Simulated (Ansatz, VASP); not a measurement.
## Re: VASP beside Ansatz

```
CELL_PARAMETERS angstrom
0.00000 1.91575 1.97500
1.91575 0.00000 1.97500
1.91575 1.91575 0.00000
ATOMIC_POSITIONS crystal
Re 0.00000 0.00000 0.00000
```

Change from the starting cell: equal xx and yy strain of -3 %.

Alike in both runs: task single point; functional PBE; k mesh 14 × 14 × 14; occupations fermi-dirac, width 0.03 eV; no spin polarisation.

|  | VASP | Ansatz |
| --- | --- | --- |
| version | VASP 6.6.1 | Ansatz 0.2.0 |
| potentials or method | VASP PAW PBE potentials, release 64 (Re), cutoff 520 eV | all-electron LAPW, scalar-relativistic |

```csv
,VASP,Ansatz,Ansatz less VASP
pressure (GPa),13.0,13.4,+0.40
largest component of the traceless stress (GPa),5.59,5.64,+0.051
```

Ansatz ran all-electron here, so the differences hold the error of VASP's frozen core and of both bases.

Spin-orbit coupling is left out, which matters for the levels of Re.
